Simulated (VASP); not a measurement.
A run of VASP 6.6.1 is set up as follows.

The input INCAR:

```
SYSTEM = MoH6
PREC = Normal
ENCUT = 520
EDIFF = 1E-4
ISMEAR = 0
SIGMA = 0.15
LREAL = .False.
LASPH = .True.
NELM = 60
ALGO = Fast
ISIF = 3
LWAVE = .False.
LCHARG = .False.
GGA = PE
IBRION = 2
NSW = 24
EDIFFG = -0.08
```

Contents of KPOINTS:

```
regular mesh
0
Gamma
  4 4 4
  0 0 0
```

File POSCAR:

```
MoH6
1.0
    4.2000000000      0.0000000000      0.0000000000
   -2.1000000000      3.6373067000      0.0000000000
    0.0000000000      0.0000000000      4.0300000000
H Mo
6 1
Direct
    0.1790000000      0.3580000000      0.2700000000
    0.1790000000      0.8210000000      0.7300000000
    0.6420000000      0.8210000000      0.2700000000
    0.1790000000      0.3580000000      0.7300000000
    0.1790000000      0.8210000000      0.2700000000
    0.6420000000      0.8210000000      0.7300000000
    0.0000000000      0.0000000000      0.0000000000
```

Potentials or basis: VASP PAW PBE potentials, release 64 (H, Mo_sv).

Launch:

```console
$ cat potpaw_PBE.64/H/POTCAR potpaw_PBE.64/Mo_sv/POTCAR > POTCAR
$ mpirun -np 1 vasp_std > vasp.out
```

Problem. What does it give for the relaxed cell?

Solution. a = 5.001 Å, b = 5.001 Å, c = 2.928 Å, α = 90.00°, β = 90.00°, γ = 120.00°.

Problem. Estimate the relaxed volume.

Solution. 9.06 Å³/atom.

Problem. Predict the space group after relaxing (to 0.05 Å).

Solution. P-6m2 (No. 187).

The path:
```tsv
step	energy change (eV)	largest force (eV/Å)	pressure (GPa)	volume (Å³)
1	0.0000	0.6969	0.92	61.57
2	-0.3510	0.4480	-2.22	61.97
3	-0.9516	0.8372	-10.55	62.61
4	-1.1327	0.8531	-10.03	61.27
5	-1.3060	0.8888	-8.66	59.34
6	-1.5032	0.8092	-5.71	55.23
7	-1.6243	0.5668	-2.55	54.25
8	-1.6890	0.1796	2.23	52.95
9	-1.7052	0.1613	1.93	53.37
10	-1.7464	0.1146	1.47	54.65
11	-1.7996	0.0581	0.90	57.24
12	-1.8110	0.1989	0.85	62.63
13	-1.8216	0.1455	-1.85	65.13
14	-1.8279	0.0720	-0.78	64.14
15	-1.8351	0.0722	0.19	63.44
```

Caveat: the k mesh is coarse (spacing up to 0.43 Å⁻¹), so the values aren't converged; the relaxation stopped at a loose force limit of 0.08 eV/Å, so its end isn't a converged minimum.
